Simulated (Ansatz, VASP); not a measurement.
## BP: VASP beside Ansatz

INCAR

```
SYSTEM = BP
ALGO = Normal
EDIFF = 1E-7
EDIFFG = -0.001
ENCUT = 600
GGA = CA
IBRION = 2
ISIF = 3
ISMEAR = 0
LASPH = .True.
LCHARG = .False.
LREAL = .False.
LWAVE = .False.
NELM = 60
NSW = 80
PREC = Accurate
SIGMA = 0.01
```

The input KPOINTS:

```
k-points
0
Gamma
  10 10 10
  0 0 0
```

The input POSCAR:

```
BP
1.0
    0.0000000000      2.2453968615      2.2453968615
    2.2453968615      0.0000000000      2.2453968615
    2.2453968615      2.2453968615      0.0000000000
B P
1 1
Direct
    0.0000000000      0.0000000000      0.0000000000
    0.7500000000      0.7500000000      0.7500000000
```

Input for Ansatz:

```yaml
crystal:
  lattice:
    - [0.0, 2.2453968602, 2.2453968602]
    - [2.2453968602, 0.0, 2.2453968602]
    - [2.2453968602, 2.2453968602, 0.0]
  atoms:
    - { symbol: B, position: [0.0, 0.0, 0.0] }
    - { symbol: P, position: [0.75, 0.75, 0.75] }
basis:
  ecutwfc: 420
kpoints:
  mp_grid: { grid: [10, 10, 10] }
hamiltonian:
  xc: lda
scf:
  occupations: { method: fixed }
output:
  forces: true
  stress: true
  eigenvalues: true
relax:
  adjacent_minimum: "off"
  f_tol: 0.001
  max_steps: 60
  cell: { stress_tol: 0.01 }
```

Alike in both runs: task relaxation of cell and atoms; functional LDA; k mesh 10 × 10 × 10; no spin polarisation.

```csv
,VASP,Ansatz
version,VASP 6.6.1,Ansatz 0.2.0
potentials or method,"VASP PAW LDA potentials, release 64 (B, P)","scalar-relativistic, plane waves, PAW"
plane-wave cutoff (eV),600,420
occupations,"gaussian, width 0.01 eV",fixed
valence electrons in the cell,8,8
```

```csv
,VASP,Ansatz,Ansatz less VASP
"gap on the k mesh at the Fermi level, each at its own relaxed structure (eV)",1.15,1.15,0.000
relaxed volume (Å³/atom),11.31,11.32,+0.007
relaxed cell length with the largest relative difference (Å),3.175,3.175,+0.0006
```

A k mesh can miss the band edges.
